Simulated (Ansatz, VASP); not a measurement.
## One calculation of MgI2, two programs

```xyz
3
Lattice="4.1846 0.0000 0.0000 -2.0923 3.6240 0.0000 0.0000 0.0000 7.7698" Properties=species:S:1:pos:R:3 pbc="T T T"
Mg    0.0000    0.0000    0.0000
I     0.0000    2.4160    6.2254
I     2.0923    1.2080    1.5444
```

Alike in both runs: task single point; functional PBE; k mesh 6 × 6 × 4; occupations gaussian, width 0.05 eV; no spin polarisation.

|  | VASP | Ansatz |
| --- | --- | --- |
| version | VASP 6.6.1 | Ansatz 0.2.0 |
| potentials or method | VASP PAW PBE potentials, release 64 (Mg, I) | scalar-relativistic, plane waves, PAW |
| plane-wave cutoff (eV) | 520 | 520 |
| valence electrons in the cell | 16 | 44 |

Ansatz gave:

* gap on the k mesh at the Fermi level (eV): 3.82
* least direct gap on the mesh (eV): 4.08
* pressure (GPa): 2.3
* largest component of the traceless stress (GPa): 0.80
* rms of the force components (eV/Å): 0.345

Problem. Estimate VASP's values.

Solution. gap on the k mesh at the Fermi level (eV): 3.81; least direct gap on the mesh (eV): 4.06; pressure (GPa): 2.2; largest component of the traceless stress (GPa): 0.81; rms of the force components (eV/Å): 0.341.

Atom by atom the forces differ by 0.004 eV/Å (rms over components). The two sets of potentials don't hold the same shells in valence.

Caveats: spin-orbit coupling is left out, which moves the levels of the heavy elements; this functional lacks dispersion, which binds the layers, so the pressure and a relaxed spacing across them are unreliable. A k mesh can miss the band edges.
